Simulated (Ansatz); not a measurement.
Here is an Ansatz 0.2.0 calculation.

Contents of input.yaml:

```yaml
crystal:
  lattice:
    - [0.0, 2.0859016414, 2.0859016414]
    - [2.0859016414, 0.0, 2.0859016414]
    - [2.0859016414, 2.0859016414, 0.0]
  atoms:
    - { symbol: Ni, position: [0.0, 0.0, 0.0], spin: 1.0 }
    - { symbol: O, position: [0.5, 0.5, 0.5] }
hamiltonian:
  xc: pbe
  pseudopotentials: { kind: paw }
  hubbard: { sites: [{ species: Ni, l: d, u_eff: 7.0 }], double_counting: fll }
magnetization:
  spin_polarized: true
kpoints:
  mp_grid: { grid: [11, 11, 11] }
scf:
  occupations: { method: methfessel_paxton, width: 0.05 }
  n_extra_bands: 6
output:
  forces: true
  stress: true
  eigenvalues: true
  dos: { projected: false, de: 0.05, nscf_kmesh: { grid: [17, 17, 17] } }
  write_density: true
  write_potential: true
  elf: true
  volumetric_format: npy
```

Potentials or basis: Ansatz PAW.

Launch:

```console
$ ansatz run input.yaml --threads 1 --pin off --max-ram 2560MiB --backend cpu --events-out ev --progress --plain --runs-dir out
```

(1) Predict the band gap on the k mesh.

(2) Predict the net moment.

Results:

(1) 2.38 eV, indirect (least direct gap 3.24 eV).

(2) 2.00 μB per cell.

Caveat: the magnetic or orbital state may not be the lowest; odd divisions of the mesh miss points on the zone boundary, where band edges often lie, so the gap on the mesh can be too wide; a cell with one magnetic atom can't hold antiferromagnetic order, which such compounds often take.
